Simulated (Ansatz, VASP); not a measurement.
**One calculation of Al2Cu, two programs**

```
Al Cu
1.0
     4.07301    0.00000    0.00000
     0.00000    4.07301    0.00000
     0.00000    0.00000    5.86357
Al Cu
4 2
Direct
  0.00000 0.50000 0.20300
  0.00000 0.50000 0.70300
  0.50000 0.00000 0.29700
  0.50000 0.00000 0.79700
  0.00000 0.00000 0.00000
  0.50000 0.50000 0.50000
```

Alike in both runs: task relaxation of cell and atoms; functional PBE; k mesh 4 × 4 × 4; occupations gaussian, width 0.1 eV; no spin polarisation.

|  | VASP | Ansatz |
| --- | --- | --- |
| version | VASP 6.6.1 | Ansatz 0.2.0 |
| potentials or method | VASP PAW PBE potentials, release 64 (Al, Cu) | scalar-relativistic, plane waves, PAW |
| plane-wave cutoff (eV) | 600 | 420 |
| valence electrons in the cell | 34 | 50 |

|  | VASP | Ansatz | Ansatz less VASP |
| --- | --- | --- | --- |
| gap on the k mesh at the Fermi level, each at its own relaxed structure (eV) | none | none | - |
| relaxed volume (Å³/atom) | 16.18 | 16.12 | -0.065 |
| relaxed cell length with the largest relative difference (Å) | 5.924 | 5.906 | -0.0178 |
| energy change over the relaxation (meV/atom) | -96 | -96 | -0.1 |

A gap of «none» marks a metal or a gap that the smearing closes. The two sets of potentials don't hold the same shells in valence.

Caveats: the k mesh is coarse (spacing up to 0.39 Å⁻¹), so the values aren't converged.
